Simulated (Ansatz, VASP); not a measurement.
# Two plane-wave programs on GaP

Contents of INCAR:

```
SYSTEM = GaP
PREC = Accurate
ENCUT = 520
EDIFF = 1E-6
ISMEAR = 0
SIGMA = 0.026000000000000002
LREAL = .FALSE.
LASPH = .TRUE.
NELM = 60
ALGO = Fast
ISIF = 2
LWAVE = .FALSE.
LCHARG = .FALSE.
GGA = PE
```

File KPOINTS:

```
Automatic mesh
0
G
  8 8 8
  0 0 0
```

POSCAR

```
GaP
1.0
    0.0000000000      2.7252500000      2.7252500000
    2.7252500000      0.0000000000      2.7252500000
    2.7252500000      2.7252500000      0.0000000000
Ga P
1 1
Direct
    0.0000000000      0.0000000000      0.0000000000
    0.7500000000      0.7500000000      0.7500000000
```

input.yaml

```yaml
crystal:
  lattice:
    - [0.0, 2.72525, 2.72525]
    - [2.72525, 0.0, 2.72525]
    - [2.72525, 2.72525, 0.0]
  atoms:
    - { symbol: Ga, position: [0.0, 0.0, 0.0] }
    - { symbol: P, position: [0.75, 0.75, 0.75] }
hamiltonian:
  xc: pbe
  pseudopotentials: { kind: paw }
kpoints:
  mp_grid: { grid: [8, 8, 8] }
scf:
  occupations: { method: gaussian, width: 0.026 }
output:
  forces: true
  stress: true
  eigenvalues: true
```

Alike in both runs: task single point; functional PBE; k mesh 8 × 8 × 8; occupations gaussian, width 0.026 eV; no spin polarisation.

|  | VASP | Ansatz |
| --- | --- | --- |
| version | VASP 6.6.1 | Ansatz 0.2.0 |
| potentials or method | VASP PAW PBE potentials, release 64 (Ga_d, P) | Ansatz PAW |
| plane-wave cutoff (eV) | 520 | 420 |
| valence electrons in the cell | 18 | 18 |

Ansatz gave:

| Item | Value |
| --- | --- |
| gap on the k mesh at the Fermi level (eV) | 1.64 |
| least direct gap on the mesh (eV) | 1.83 |
| pressure (GPa) | 2.5 |

Estimate VASP's values.

gap on the k mesh at the Fermi level (eV): 1.64; least direct gap on the mesh (eV): 1.83; pressure (GPa): 2.4.

A k mesh can miss the band edges. As with any semilocal functional, this PBE gap is likely too small.
